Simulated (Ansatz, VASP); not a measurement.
**Two plane-wave programs on CaS**

Contents of INCAR:

```
  PREC = Accurate
  ENCUT = 520
  EDIFF = 1E-6
  ISMEAR = 0
  SIGMA = 0.02
  LREAL = F
  LASPH = T
  NELM = 100
  ALGO = Normal
  ISIF = 2
  LWAVE = F
  LCHARG = F
  GGA = PS
  NBANDS = 15
```

The input KPOINTS:

```
regular mesh
0
Gamma
  8 8 8
```

File POSCAR:

```
CaS
1.0
    0.0000000000      2.7851733800      2.7851733800
    2.7851733800      0.0000000000      2.7851733800
    2.7851733800      2.7851733800      0.0000000000
Ca S
1 1
Direct
    0.0000000000      0.0000000000      0.0000000000
    0.5000000000      0.5000000000      0.5000000000
```

Input for Ansatz:

```yaml
crystal:
  lattice:
    - [0.0, 2.78517338, 2.78517338]
    - [2.78517338, 0.0, 2.78517338]
    - [2.78517338, 2.78517338, 0.0]
  atoms:
    - { symbol: Ca, position: [0.0, 0.0, 0.0] }
    - { symbol: S, position: [0.5, 0.5, 0.5] }
basis:
  ecutwfc: 420
kpoints:
  mp_grid: { grid: [8, 8, 8] }
hamiltonian:
  xc: pbesol
scf:
  occupations: { method: gaussian, width: 0.02 }
output:
  forces: true
  stress: true
  eigenvalues: true
```

Alike in both runs: task single point; functional PBEsol; k mesh 8 × 8 × 8; occupations gaussian, width 0.02 eV; no spin polarisation.

|  | VASP | Ansatz |
| --- | --- | --- |
| version | VASP 6.6.1 | Ansatz 0.2.0 |
| potentials or method | VASP PAW PBE potentials, release 64 (Ca_sv, S) | scalar-relativistic, plane waves, PAW |
| plane-wave cutoff (eV) | 520 | 420 |
| valence electrons in the cell | 16 | 16 |

Ansatz gave:

```
gap on the k mesh at the Fermi level (eV) : 2.07
least direct gap on the mesh (eV)         : 2.93
pressure (GPa)                            : 2.2
```

Question: Estimate VASP's values.

Answer: gap on the k mesh at the Fermi level (eV): 2.06; least direct gap on the mesh (eV): 2.93; pressure (GPa): 2.5.

With one functional, cell and mesh, what is left measures potentials, basis and numerics.

Caveats: the PAW data sets were made with another functional, which shifts forces and pressure a little (VASP). A k mesh can miss the band edges.
